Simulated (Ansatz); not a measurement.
**B: a short molecular-dynamics run**

Aim: set B (a defect cell, 6 atoms, not relaxed) in motion for 60 steps of 1 fs under a Langevin thermostat and barostat at 2000 K and 0 GPa, and see how temperature, energy and positions respond.

Method: DFT PBEsol, plane waves, PAW, scalar-relativistic, no spin polarisation, in Ansatz 0.2.0.

## Step 1: The system as given

The cell holds 6 atoms (B6): a = 4.136 Å, b = 3.999 Å, c = 4.015 Å, α = 88.96°, β = 90.50°, γ = 89.79°.

As a file:

```
B
1.0
     4.13596    0.00738   -0.01780
     0.00738    3.99850    0.03628
    -0.01780    0.03628    4.01474
B
6
Direct
  0.29644 0.99772 0.99647
  0.00564 0.29773 0.00894
  0.71838 0.00366 0.00527
  0.00138 0.69127 0.99599
  0.99444 0.99246 0.27853
  0.99629 0.98784 0.69555
```

## Step 2: The run

File input.yaml:

```yaml
crystal:
  lattice:
    - [4.135958, 0.007384, -0.0178]
    - [0.007384, 3.998503, 0.036282]
    - [-0.0178, 0.036282, 4.014745]
  atoms:
    - { symbol: B, position: [0.296437, 0.997722, 0.996465] }
    - { symbol: B, position: [0.005637, 0.297731, 0.008943] }
    - { symbol: B, position: [0.718382, 0.003661, 0.005274] }
    - { symbol: B, position: [0.001377, 0.691267, 0.995989] }
    - { symbol: B, position: [0.994444, 0.99246, 0.278525] }
    - { symbol: B, position: [0.996286, 0.987836, 0.69555] }
kpoints:
  mp_grid: { grid: [4, 4, 4] }
magnetization:
  spin_polarized: false
scf:
  occupations: { method: fermi_dirac, width: 0.1 }
hamiltonian:
  pseudopotentials: { kind: paw }
  xc: pbesol
basis:
  ecutwfc: 420
md:
  timestep: 1.0
  n_steps: 60
  ensemble: npt_langevin
  temperature: 2000.0
  initial_velocities: maxwell_boltzmann
  seed: 502552
  pressure: 0.0
```

Run with:

```bash
ansatz run input.yaml --threads 2 --pin off --max-ram 2560MiB --backend cpu --events-out ev --progress --plain --runs-dir out
```

**Question.** What will these runs give? Wanted: temperature, first and last step; temperature, second half; potential energy, second half; largest change of the conserved energy; volume, first and last step; mean square displacement, second half.

As calculated:

| quantity | value |
| --- | --- |
| length | 60 steps of 1 fs |
| temperature, first and last step | 1667 and 1212 K |
| temperature, second half | mean 1046 K, from 711 to 1335 K |
| potential energy, second half | +31 meV/atom from the start |
| largest change of the conserved energy | 0.59 meV/atom |
| volume, first and last step | 11.06 and 13.05 Å³/atom |
| mean square displacement, second half | B 0.055 Å² |

What this shows: Against a set 2000 K the second half averages 1046 K, going from 820 to 1212 K over that half. The conserved energy strays from its start by at most 0.59 meV/atom, 0.4 % of the mean kinetic energy, which is good for a step of 1 fs. The farthest move is 0.45 Å, against a mean nearest distance of 1.6 Å at the start: no atom has changed site so far. The volume changes by +18.0 % from first to last step, and is still moving at the end, so it is no equilibrium value. Averages from a run of 60 fs with 6 atoms are rough.
